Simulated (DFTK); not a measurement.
Runs of DFTK 0.8.2 on TiB2. It takes space group P6/mmm (No. 191, hexagonal). The conventional cell has a = 3.029 Å, b = 3.029 Å, c = 3.228 Å, α = 90.00°, β = 90.00°, γ = 120.00°. Ti (site symmetry 6/mmm) is surrounded by 12 B at 2.38 Å. B (site symmetry -6m2) is surrounded by 3 B at 1.75 Å. 

| level | potentials or basis | cell | cutoff (eV) | gap on the mesh (eV) | pressure (GPa) |
| --- | --- | --- | --- | --- | --- |
| PBEsol | dojo.nc.sr.pbesol.v0_4_1.standard.upf (PBEsol) | atoms moved at random, drawn with an rms of 0.05 Å | 1143 | none | -4.1 |
| PBEsol | dojo.nc.sr.pbesol.v0_4_1.standard.upf (PBEsol) | as given | 1143 | none | -4.7 |
| PBE | dojo.nc.sr.pbe.v0_5.standard.upf (PBE) | as given | 1143 | none | 0.2 |
| PBE | in-house norm-conserving set (PBE, scalar relativistic) | as given | 1143 | none | (a) |
| PBE | dojo.nc.sr.pbe.v0_5.stringent.upf (PBE) | as given | 1143 | none | 0.2 |
| PBE | SPMS 1.0 (PBE) | as given | 1225 | none | 0.1 |
| PBE | dojo.nc.sr.pbe.v0_4_1.standard.upf (PBE) | as given | 1143 | none | 0.2 |
| PBE | SG15 1.2 (PBE) | as given | 1225 | none | -0.7 |

Alike in all rows: task single point; no spin polarisation; k mesh 10 × 10 × 8; smearing fermi-dirac 0.05 eV.

Q: Estimate the missing entries.

A: (a) 0.3.

A gap of «none» marks a metal or a gap under the smearing width.
